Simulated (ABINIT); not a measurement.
V:

```
V
1.0
     2.60429    0.00000    0.00000
    -1.30215    2.25538    0.00000
     0.00000    0.00000    4.72334
V
2
Direct
  0.33333 0.66667 0.25000
  0.66667 0.33333 0.75000
```

This isn't the form of V at room conditions, which is bcc.

- Program: ABINIT 10.8.3 (patched build)
- Task: relaxation of cell and atoms
- Functional: LDA
- Potentials or basis: JTH PAW LDA v2.0
- Cutoff: 408 eV
- k mesh: 10 × 10 × 5
- Occupations: fermi-dirac, width 0.05 eV
- Spin: collinear spin, ferromagnetic start
- Starting moments: [2.0, 2.0] μB

At the start: pressure -12.1 GPa; volume 13.87 Å³/atom.

Problem. How do energy, volume and symmetry change on relaxing?

Solution. Over 7 steps the energy falls by 38.0 meV/atom and the volume is 12.93 Å³/atom (-6.8 %); space group P6_3/mmc (No. 194, to 0.05 Å); moment 0.00 μB per cell.

Step by step:
```
step  energy change (eV)  largest force (eV/Å)  pressure (GPa)  volume (Å³)
   1              0.0000                0.0000          -12.08        27.74
   2             -0.0583                0.0000           -6.08        26.73
   3             -0.0756                0.0000            0.56        25.79
   4             -0.0758                0.0000            0.04        25.86
   5             -0.0759                0.0000           -0.14        25.88
   6             -0.0760                0.0000           -0.12        25.88
   7             -0.0760                0.0000           -0.03        25.87
```

Final structure:
```
V
1.0
     2.53526    0.00000    0.00000
    -1.26763    2.19560    0.00000
     0.00000    0.00000    4.64736
V
2
Cartesian
  0.0000 1.4637 1.1618
  1.2676 0.7319 3.4855
```
